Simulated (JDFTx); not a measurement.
## KBr under changes of volume

One of the cells (35.937 Å³/atom); the others are scaled copies at fixed shape and fractional positions:

```
CELL_PARAMETERS angstrom
0.00000 3.30000 3.30000
3.30000 0.00000 3.30000
3.30000 3.30000 0.00000
ATOMIC_POSITIONS crystal
Br 0.50000 0.50000 0.50000
K 0.00000 0.00000 0.00000
```

- Program: JDFTx 1.7.0 (patched build)
- Functional: PBEsol
- Potentials or basis: PseudoDojo-SR-PBEsol-0.4.1-standard with smoothed tails
- Cutoff: 1007 eV
- Density cutoff: 8055 eV
- k mesh: 7 × 7 × 7
- Occupations: fermi-dirac, width 0.05 eV
- Spin: no spin polarisation

```csv
volume (Å³/atom),energy over the lowest point (meV/atom),pressure (GPa),gap on the mesh (eV)
33.781,2.58,0.6,4.44
34.500,0.51,0.3,4.38
35.218,0.00,-0.1,4.33
35.937,0.89,-0.3,4.28
36.656,?,?,?
37.374,6.20,-0.8,4.19
38.093,10.36,-1.0,4.15
```

Task: What does the run at 36.656 Å³/atom give?

Result: Energy over the lowest point 3.00 meV/atom; pressure -0.6 GPa; gap on the mesh 4.23 eV.

Worked out: A Birch-Murnaghan fit of order 3 (a polynomial in V^(-2/3)) to the other rows has its minimum at 35.11 Å³/atom with B0 = V·E''(V) = 15.4 GPa and B' = 5.0. It gives 3.00 meV/atom at 36.656 Å³/atom, against the run's 3.00, and -dE/dV = -0.6 GPa, against -0.6. A straight line through the other rows of the gap, of slope -2.4 eV per unit of ln V (its deformation potential), gives 4.24 eV, against the run's 4.23.

Energies are extrapolated to zero smearing.

Caveats: an odd mesh through Γ misses points on the zone boundary, where band edges often lie (some runs).

Spin-orbit coupling on Br is left out.
